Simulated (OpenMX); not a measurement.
Crystal: CuO (Tenorite).

```
Cu O
1.0
     2.34185   -1.71130    0.00000
     2.34185    1.71130    0.00000
    -0.85003    0.00000    5.05787
Cu O
2 2
Direct
  0.50000 0.00000 0.50000
  0.00000 0.50000 0.00000
  0.41840 0.58160 0.75000
  0.58160 0.41840 0.25000
```

Base run:

- Program: OpenMX 3.8.5
- Functional: PBE
- Potentials or basis: OpenMX 2013 PBE set, Cu6.0H-s3p2d2, O6.0-s2p2d1, grid cutoff 500 Ry
- k mesh: 11 × 11 × 5
- Occupations: fermi-dirac, width 0.05 eV
- Spin: no spin polarisation

Its results: pressure 8.7 GPa; largest force 0.165 eV/Å.

Task: The run is repeated on the same cell with these changes: potentials or basis from OpenMX 2013 PBE set, Cu6.0H-s3p2d2, O6.0-s2p2d1, grid cutoff 500 Ry to OpenMX 2013 PBE set, Cu6.0H-s3p2d2f1, O6.0-s3p2d2, grid cutoff 500 Ry. What comes out?

Result: Pressure 7.6 GPa; largest force 0.180 eV/Å.

Caveats: the basis of atomic orbitals isn't converged, which shifts pressures, moduli and gaps; the run has no spin polarisation, though such a crystal can be magnetic.

Not every run made on this cell is shown here.
